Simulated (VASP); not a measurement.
# PtSe2 in VASP: further runs

One slab, PtSe2, is run at these levels: LDA; tasks: relaxation of cell and atoms.

All numbers are computed with VASP 6.6.1; they aren't measurements. Logs are shortened: lines on timing, memory, paths and dates and some standing lists are left out, and cuts for length are marked.

## (1) Starting point

The cell holds a slab with vacuum, 3 atoms: a = 3.724 Å, b = 3.724 Å, c = 20.531 Å, α = 90.00°, β = 90.00°, γ = 120.00°.

## (2) Relaxation of cell and atoms, LDA

INCAR reads:

```
  PREC = Accurate
  ENCUT = 600
  EDIFF = 1E-6
  ISMEAR = 0
  SIGMA = 0.03
  LREAL = F
  LASPH = T
  NELM = 80
  ALGO = Normal
  ISIF = 3
  LWAVE = F
  LCHARG = F
  GGA = CA
  IBRION = 2
  NSW = 90
  EDIFFG = -0.01
  LATTICE_CONSTRAINTS = .TRUE. .TRUE. .FALSE.
```

KPOINTS reads:

```
regular mesh
0
Gamma
  9 9 1
```

POSCAR reads:

```
PtSe2
1.0
    3.7240000000      0.0000000000      0.0000000000
   -1.8620000000      3.2250786000      0.0000000000
    0.0000000000      0.0000000000     20.5310000000
Se Pt
2 1
Direct
    0.6666666700      0.3333333300      0.4383615000
    0.3333333300      0.6666666700      0.5616385000
    0.0000000000      0.0000000000      0.5000000000
```

Potentials or basis: VASP PAW LDA potentials, release 64 (Se, Pt).

Started as:

```console
$ cat potpaw_LDA.64/Se/POTCAR potpaw_LDA.64/Pt/POTCAR > POTCAR
$ mpirun -np 1 vasp_std > vasp.out
```

OUTCAR:

```text
PREC = Accurate
   ENCUT = 600
   EDIFF = 1E-6
   ISMEAR = 0
   LREAL = F
   LASPH = T
   NELM = 80
   ISIF = 3
   GGA = CA
   IBRION = 2
   NSW = 90
   EDIFFG = -0.01

 ion  position               nearest neighbor table
   1  0.667  0.333  0.438-   3 2.49   3 2.49   3 2.49
   2  0.333  0.667  0.562-   3 2.49   3 2.49   3 2.49
   3  0.000  0.000  0.500-   1 2.49   2 2.49   2 2.49   1 2.49   1 2.49   2 2.49

  LATTYP: Found a hexagonal cell.
 ALAT       =     3.7240000000
 C/A-ratio  =     5.5131578947

  Lattice vectors:

 A1 = (   3.7240000000,   0.0000000000,   0.0000000000)
 A2 = (  -1.8620000000,   3.2250786000,   0.0000000000)
 A3 = (   0.0000000000,   0.0000000000,  20.5310000000)

Analysis of symmetry for initial positions (statically):
=====================================================================
 Subroutine PRICEL returns:
 Original cell was already a primitive cell.

 Routine SETGRP: Setting up the symmetry group for a
 hexagonal supercell.

 Subroutine GETGRP returns: Found 12 space group operations
 (whereof 12 operations were pure point group operations)
 out of a pool of 24 trial point group operations.

The static configuration has the point symmetry D_3d.

Analysis of symmetry for dynamics (positions and initial velocities):
=====================================================================
 Subroutine PRICEL returns:
 Original cell was already a primitive cell.

 Routine SETGRP: Setting up the symmetry group for a
 hexagonal supercell.

 Subroutine GETGRP returns: Found 12 space group operations
 (whereof 12 operations were pure point group operations)
 out of a pool of 24 trial point group operations.

The dynamic configuration has the point symmetry D_3d.

 Subroutine INISYM returns: Found 12 space group operations
 (whereof 12 operations are pure point group operations),
 and found     1 'primitive' translations

----------------------------------------------------------------------------------------

                                     Primitive cell

  volume of cell :     246.5813

  direct lattice vectors                    reciprocal lattice vectors
     3.724000000  0.000000000  0.000000000     0.268528464  0.155034981  0.000000000
    -1.862000000  3.225078600  0.000000000     0.000000000  0.310069962  0.000000000
     0.000000000  0.000000000 20.531000000     0.000000000  0.000000000  0.048706834

  length of vectors
     3.724000000  3.723999997 20.531000000     0.310069962  0.310069962  0.048706834

  position of ions in fractional coordinates (direct lattice)
     0.666666670  0.333333330  0.438361500
     0.333333330  0.666666670  0.561638500
     0.000000000  0.000000000  0.500000000

  ion indices of the primitive-cell ions
   primitive index   ion index
                 1           1
                 2           2
                 3           3

----------------------------------------------------------------------------------------

 KPOINTS: regular mesh

Automatic generation of k-mesh.
 Grid dimensions read from file:
 generate k-points for:    9    9    1

 Generating k-lattice:

  Cartesian coordinates                     Fractional coordinates (reciprocal lattice)
     0.029836496  0.017226109  0.000000000     0.111111111 -0.000000000  0.000000000
     0.000000000  0.034452218  0.000000000     0.000000000  0.111111111  0.000000000
     0.000000000  0.000000000  0.048706834     0.000000000  0.000000000  1.000000000

  Length of vectors
     0.034452218  0.034452218  0.048706834

  Shift w.r.t. Gamma in fractional coordinates (k-lattice)
     0.000000000  0.000000000  0.000000000

 Subroutine IBZKPT returns following result:
 ===========================================

 Found     12 irreducible k-points:

 Following reciprocal coordinates:
            Coordinates               Weight
  0.000000  0.000000  0.000000      1.000000
  0.111111 -0.000000  0.000000      6.000000
  0.222222  0.000000  0.000000      6.000000
  0.333333 -0.000000  0.000000      6.000000
  0.444444  0.000000  0.000000      6.000000
  0.111111  0.111111  0.000000      6.000000
  0.222222  0.111111  0.000000     12.000000
  0.333333  0.111111  0.000000     12.000000
  0.444444  0.111111  0.000000      6.000000
  0.222222  0.222222  0.000000      6.000000
  0.333333  0.222222  0.000000     12.000000
  0.333333  0.333333  0.000000      2.000000
   k-points           NKPTS =     12   k-points in BZ     NKDIM =     12   number of bands    NBANDS=     15
   number of dos      NEDOS =    301   number of ions     NIONS =      3
   total plane-waves  NPLWV = 151200
   dimension x,y,z NGX =    30 NGY =   30 NGZ =  168
   dimension x,y,z NGXF=    60 NGYF=   60 NGZF=  336
   ions per type =               2   1
   NGX,Y,Z   is equivalent  to a cutoff of  13.39, 13.39, 13.60 a.u.
   NGXF,Y,Z  is equivalent  to a cutoff of  26.79, 26.79, 27.21 a.u.
 SYSTEM =  unknown system
   PREC   = accura    normal or accurate (medium, high low for compatibility)
   ISTART =      0    job   : 0-new  1-cont  2-samecut
   ICHARG =      2    charge: 1-file 2-atom 10-const
   ISPIN  =      1    spin polarized calculation?
   LNONCOLLINEAR =      F non collinear calculations
   LSORBIT =      F    spin-orbit coupling
   LASPH  =      T    aspherical Exc in radial PAW
   ENCUT  =  600.0 eV  44.10 Ry    6.64 a.u.   7.44  7.44 41.01*2*pi/ulx,y,z
   NELM   =     80;   NELMIN=  2; NELMDL= -5     # of ELM steps
   EDIFF  = 0.1E-05   stopping-criterion for ELM
   LREAL  =      F    real-space projection
   EDIFFG = -.1E-01   stopping-criterion for IOM
   NSW    =     90    number of steps for IOM
   IBRION =      2    ionic relax: 0-MD 1-quasi-New 2-CG
   NFREE  =      1    steps in history (QN), initial steepest desc. (CG)
   ISIF   =      3    stress and relaxation
   ISYM   =      2    0-nonsym 1-usesym 2-fastsym
   POTIM  = 0.5000    time-step for ionic-motion
   TEBEG  =    0.0;   TEEND  =   0.0 temperature during run
   PSTRESS=    0.0 pullay stress
   NELECT =      22.0000    total number of electrons
   NUPDOWN=      -1.0000    fix difference up-down
   EMIN   =  10.00;   EMAX   =-10.00  energy-range for DOS
   EFERMI =   0.00;   METHOD = LEGACY
   ISMEAR =     0;   SIGMA  =   0.03  broadening in eV -4-tet -1-fermi 0-gaus
   EFERMI_NEDOS =   21; number of points for ismear=-14 and -15
   IALGO  =     38    algorithm
   IMIX   =      4    mixing-type and parameters
     AMIX     =   0.40;   BMIX     =  1.00
     AMIX_MAG =   1.60;   BMIX_MAG =  1.00
  volume/ion in A,a.u.               =      82.19       554.67
  Fermi-wavevector in a.u.,A,eV,Ry     =   0.731525  1.382381  7.280865  0.535128
  Thomas-Fermi vector in A             =   1.823763
   LORBIT       =      0    0 simple, 1 ext, 2 COOP (PROOUT), +10 PAW based schemes
   GGA     = CA    functional components
   LHFCALC =     F    Hartree Fock is set to
   AEXX    =    0.0000 exact exchange contribution
   IVDW    =     0    specifies the selected vdW correction
   LEPSILON=     F    determine dielectric tensor
   LRPA    =     F    only Hartree local field effects (RPA)
 conjugate gradient relaxation of ions
 non-spin polarized calculation
 Gauss-broadening in eV      SIGMA  =   0.03
  energy-cutoff  :      600.00
  volume of cell :      246.58
 maximum number of plane-waves:      8273
 NGX is ok and might be reduce to    30
   NGX = 15   NGY = 15   NGZ = 83

--------------------------------------- Ionic step        1  -------------------------------------------

 number of electron      22.0000001 magnetization

 Free energy of the ion-electron system (eV)
  ---------------------------------------------------
  ext. energy  EPLUGINS =         0.00000000
  ---------------------------------------------------
  free energy    TOTEN  =       -16.79850377 eV

  energy without entropy =      -16.79850377  energy(sigma->0) =      -16.79850377

------------------------ aborting loop because EDIFF is reached ----------------------------------------

  FORCE on cell =-STRESS in cart. coord.  units (eV):
  Direction    XX          YY          ZZ          XY          YZ          ZX
  --------------------------------------------------------------------------------------
  -------------------------------------------------------------------------------------
  Total       -0.9339991     -0.9339991     -0.0200246     -0.0000000      0.0000000      0.0000000
  in kB       -6.0687184     -6.0687183     -0.1301108     -0.0000000      0.0000000      0.0000000
  external PRESSURE =      -4.0891825 kB  Pullay stress =       0.0000000 kB

 VOLUME and BASIS-vectors are now :
 -----------------------------------------------------------------------------
  energy-cutoff  :      600.00
  volume of cell :      246.58
      direct lattice vectors                 reciprocal lattice vectors
     3.724000000  0.000000000  0.000000000     0.268528464  0.155034981  0.000000000
    -1.862000000  3.225078600  0.000000000     0.000000000  0.310069962  0.000000000
     0.000000000  0.000000000 20.531000000     0.000000000  0.000000000  0.048706834
[... 149 lines left out ...]
 POSITION                                       TOTAL-FORCE (eV/Angst)
 -----------------------------------------------------------------------------------
      1.83652      1.06032      8.96772        -0.000000     -0.000000      0.035367
     -0.00000      2.12063     11.56328         0.000000      0.000000     -0.035367
     -1.83652      3.18095     10.26550        -0.000000      0.000000     -0.000000
 -----------------------------------------------------------------------------------
    total drift:                                0.000000      0.000000      0.000000

  FREE ENERGIE OF THE ION-ELECTRON SYSTEM (eV)
  ---------------------------------------------------
  free  energy   TOTEN  =       -16.8102654999 eV

  energy  without entropy=      -16.8102654999  energy(sigma->0) =      -16.81026550

--------------------------------------- Ionic step        6  -------------------------------------------

 number of electron      21.9999997 magnetization

 Free energy of the ion-electron system (eV)
  ---------------------------------------------------
  ext. energy  EPLUGINS =         0.00000000
  ---------------------------------------------------
  free energy    TOTEN  =       -16.81041890 eV

  energy without entropy =      -16.81041890  energy(sigma->0) =      -16.81041890

 E-fermi :  -2.8883     XC(G=0):  -3.3809

 val. band max:       -3.0352320880   @ k =   0.0000   0.0000   0.0000
 cond. band min:      -1.6839827123   @ k =   0.2222   0.0000   0.0000
 fundamental gap:      1.3512493757
 Fermi energy:        -2.8882626732

 k-point     1 :       0.0000    0.0000    0.0000
  band No.  band energies     occupation
      1     -17.3544      2.00000
      2     -15.3864      2.00000
      3      -8.4333      2.00000
      4      -8.4333      2.00000
      5      -8.3557      2.00000
      6      -6.0674      2.00000
      7      -6.0674      2.00000
      8      -4.2888      2.00000
      9      -3.7375      2.00000
     10      -3.0352      2.00000
     11      -3.0352      2.00000
     12       0.0861      0.00000
     13       0.0861      0.00000
     14       1.5681      0.00000
     15       2.2130      0.00000
[... 218 lines left out ...]
 POSITION                                       TOTAL-FORCE (eV/Angst)
 -----------------------------------------------------------------------------------
      1.83825      1.06132      8.97223         0.000000      0.000000      0.004482
     -0.00000      2.12263     11.55877        -0.000000     -0.000000     -0.004482
      0.00000     -0.00000     10.26550         0.000000      0.000000      0.000000
 -----------------------------------------------------------------------------------
    total drift:                               -0.000000      0.000000      0.000000

  FREE ENERGIE OF THE ION-ELECTRON SYSTEM (eV)
  ---------------------------------------------------
  free  energy   TOTEN  =       -16.8104188971 eV

  energy  without entropy=      -16.8104188971  energy(sigma->0) =      -16.81041890

 reached required accuracy - stopping structural energy minimisation
```

Run time: 2.4 min. Hardware: 1 thread of Intel Xeon 6975P-C (Granite Rapids), shared host; peak memory 0.34 GiB.

What came out:

```
Free energy                            : -16.8104 eV
Relaxed volume                         : 80.11 Å³/atom
Relaxed cell                           : a = 3.677 Å, b = 3.677 Å, c = 20.531 Å, α = 90.00°, β = 90.00°, γ = 120.00°
Space group after relaxing (to 0.05 Å) : P-3m1 (No. 164)
Energy gained by relaxing              : 4.0 meV/atom
Ionic steps                            : 6
Largest force after relaxing           : 0.004 eV/Å
Band gap on the k mesh                 : 1.35 eV, indirect (least direct gap 1.54 eV)
```

Forces in eV/Å, atoms in the order of the input:
```
Se   0.000  0.000  0.004
Se   0.000  0.000 -0.004
Pt   0.000  0.000  0.000
```

Step by step:
```csv
step,energy change (eV),largest force (eV/Å),pressure (GPa),volume (Å³)
1,0.0000,0.0047,-0.41,246.58
2,0.0022,0.4265,0.73,239.23
3,-0.0066,0.1884,0.10,243.14
4,-0.0093,0.1321,0.07,242.32
5,-0.0118,0.0354,-0.03,239.88
6,-0.0119,0.0045,-0.01,240.33
```

Final structure:
```
Se Pt
1.0
     3.67651    0.00000    0.00000
    -1.83825    3.18395    0.00000
     0.00000    0.00000   20.53100
Se Pt
2 1
Direct
  0.66667 0.33333 0.43701
  0.33333 0.66667 0.56299
  0.00000 0.00000 0.50000
```

Caveat: spin-orbit coupling is left out, which moves the levels of the heavy elements. LDA usually gives volumes a few per cent too small.

## (3) Relaxation of cell and atoms, LDA

This run uses another cell than the first one, of 80.11 Å³/atom, 0.975 times its volume.

INCAR, as its differences from that of step 2:

```diff
@@ -2,3 +2,3 @@
   ENCUT = 600
-  EDIFF = 1E-6
+  EDIFF = 1E-7
   ISMEAR = 0
@@ -15,3 +15,3 @@
   NSW = 90
-  EDIFFG = -0.01
+  EDIFFG = -0.005
   LATTICE_CONSTRAINTS = .TRUE. .TRUE. .FALSE.
```

KPOINTS is that of step 2.

POSCAR reads:

```
PtSe2                                   
1.0
    3.6765085947     -0.0000000000      0.0000000000
   -1.8382542974      3.1839498367      0.0000000000
    0.0000000000      0.0000000000     20.5310000000
  Se              Pt            
     2     1
Direct
     0.6666666699999979    0.3333333300000021    0.4370090562312366
     0.3333333300000021    0.6666666699999979    0.5629909437687635
     0.0000000000000000    0.0000000000000000    0.5000000000000000
```

Potentials or basis: VASP PAW LDA potentials, release 64 (Se, Pt).

Started as:

```console
$ cat potpaw_LDA.64/Se/POTCAR potpaw_LDA.64/Pt/POTCAR > POTCAR
$ mpirun -np 1 vasp_std > vasp.out
```

It took 83 s on 1 thread of Intel Xeon 6975P-C (Granite Rapids), shared host; peak memory 0.33 GiB.

It converged, with:

```yaml
Free_energy: -16.8103 eV
Relaxed_volume: 80.09 Å³/atom
Relaxed_cell: a = 3.676 Å, b = 3.676 Å, c = 20.531 Å, α = 90.00°, β = 90.00°, γ = 120.00°
Space_group_after_relaxing_to_0.05_Å: P-3m1 (No. 164)
Energy_gained_by_relaxing: 0.0 meV/atom
Ionic_steps: 3
Band_gap_on_the_k_mesh: 1.35 eV, indirect (least direct gap 1.54 eV)
```

Final structure:
```xyz
3
Lattice="3.6760 0.0000 0.0000 -1.8380 3.1835 0.0000 0.0000 0.0000 20.5310" Properties=species:S:1:pos:R:3 pbc="T T T"
Se    1.8380    1.0612    8.9723
Se    0.0000    2.1224   11.5587
Pt   -1.8380    3.1835   10.2655
```

Levels at points of the mesh, in eV from the valence-band top:
| k point | band 9 | band 10 | band 11 | band 12 | band 13 | band 14 |
| --- | --- | --- | --- | --- | --- | --- |
| (0.00, 0.00, 0.00) | -0.70 | 0.00 | 0.00 | 3.12 | 3.12 | 4.61 |

Caveat: spin-orbit coupling is left out, which moves the levels of the heavy elements. As with any semilocal functional, this LDA gap is likely too small.
